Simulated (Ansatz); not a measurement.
Input of an Ansatz 0.2.0 run:

The input input.yaml:

```yaml
crystal:
  lattice:
    - [-1.38371547, 1.38371547, 1.38371547]
    - [1.38371547, -1.38371547, 1.38371547]
    - [1.38371547, 1.38371547, -1.38371547]
  atoms:
    - { symbol: Ni, position: [0.0, 0.0, 0.0], spin: 1.0 }
hamiltonian:
  xc: pbesol
  pseudopotentials: { kind: paw }
magnetization:
  spin_polarized: true
kpoints:
  mp_grid: { grid: [12, 12, 12] }
scf:
  occupations: { method: fermi_dirac, width: 0.05 }
output:
  forces: true
  stress: true
elastic:
  mode: relaxed_ion
  stencil: two_point
```

Potentials or basis: Ansatz PAW.

The run is started by

```console
$ ansatz run input.yaml --threads 2 --pin off --max-ram 5632MiB --backend cpu --events-out ev --progress --plain --runs-dir out
```

Task: What does it give for the elastic constants C11, C12, C44?

Result: 162, 230, 165 GPa.

Task: Predict the Voigt bulk modulus.

Result: 207 GPa.

Task: Predict the band gap on the k mesh.

Result: None (metal or under the smearing width).

Elastic tensor in Voigt notation (GPa, in the Cartesian axes of the cell as first typed):
```
162 230 230   0   0   0
230 162 230   0   0   0
230 230 162   0   0   0
  0   0   0 165   0   0
  0   0   0   0 165   0
  0   0   0   0   0 165
```

Caveat: the cell is more than 3 GPa from zero pressure, which shifts response properties; the elastic tensor has a negative eigenvalue, so either the cell is unstable as it stands or the mesh is too thin; the PAW data sets come from PBE, with cores solved anew for the run's functional, which leaves a small shift of forces and pressure.
